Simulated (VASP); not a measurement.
A run of VASP 6.6.1 is set up as follows.

INCAR

```
ADDGRID = False
ALGO = Normal
EDIFF = 1E-8
ENCUT = 900
GGA = PS
ISIF = 2
ISMEAR = 1
ISPIN = 2
LASPH = True
LCHARG = False
LMAXMIX = 6
LORBIT = 11
LREAL = False
LWAVE = False
MAGMOM = 2
NBANDS = 22
NELM = 100
PREC = Accurate
SIGMA = 0.05
```

File KPOINTS:

```
k-points
0
Gamma
  12 12 12
```

The input POSCAR:

```
Tm
1.0
    0.0000000000      2.4680255249      2.4680255249
    2.4680255249      0.0000000000      2.4680255249
    2.4680255249      2.4680255249      0.0000000000
Tm
1
Direct
    0.0000000000      0.0000000000      0.0000000000
```

Potentials or basis: VASP PAW PBE potentials, release 64 (Tm).

Run with:

```bash
$ cat potpaw_PBE.64/Tm/POTCAR > POTCAR
$ mpirun -np 1 vasp_std > vasp.out
```

Predict the net moment.

0.97 μB per cell.

What does it give for the pressure?

0.9 GPa.

What does it give for the band gap on the k mesh?

None (metal or under the smearing width).

What does it give for the site moments?

Tm +1.14 μB.

Caveat: the magnetic or orbital state may not be the lowest; the PAW data sets were made with another functional, which shifts forces and pressure a little; spin-orbit coupling is left out, which moves the levels of the heavy elements. The state reached can hang on the start; a lower one may exist.
